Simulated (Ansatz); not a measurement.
**Polymorphs of ZnS₂**

The calculation used DFT r2SCAN, scalar-relativistic, plane waves, PAW (Ansatz 0.2.0). Settings: cutoff 500 eV, Γ-centred meshes no coarser than 0.19 Å⁻¹ for metals and 0.3 Å⁻¹ for insulators (2π included), Gaussian smearing.

Temperature and zero-point effects are left out. Larger cells and other orderings weren't all tried, so the list isn't exhaustive. For metals, differences of a few meV/atom aren't resolved. No run is spin-polarised.

| # | started from | space group | atoms | V (Å³/atom) | ΔE (meV/atom) | gap on mesh (eV) |
| --- | --- | --- | --- | --- | --- | --- |
| 1 | database cell | Pa-3 (No. 205) | 12 | 17.5 | 0 | 1.93 |
| 2 | fluorite type | Fm-3m (No. 225) | 3 | 18.1 | 729 | 0.00 |

The lowest structure: Space group Pa-3 (No. 205), cubic, a = 5.949 Å. Zn has 6 S at 2.52 Å; S is coordinated by 1 S at 2.07 Å and 3 Zn at 2.52 Å. Its energy against the elements is -0.509 eV/atom. Formation energies are uncorrected and refer to the lowest elemental structures computed at the same level.

```
Zn S
1.0
     5.94903    0.00000    0.00000
     0.00000    5.94903    0.00000
     0.00000    0.00000    5.94903
Zn S
4 8
Direct
  0.50000 0.50000 0.00000
  0.50000 0.00000 0.50000
  0.00000 0.50000 0.50000
  0.00000 0.00000 0.00000
  0.10055 0.89945 0.39945
  0.89945 0.39945 0.10055
  0.39945 0.10055 0.89945
  0.60055 0.60055 0.60055
  0.89945 0.10055 0.60055
  0.10055 0.60055 0.89945
  0.60055 0.89945 0.10055
  0.39945 0.39945 0.39945
```

The second: Space group Fm-3m (No. 225), cubic, a = 6.013 Å. Zn has 8 S at 2.60 Å; S is coordinated by 4 Zn at 2.60 Å and 6 S at 3.01 Å.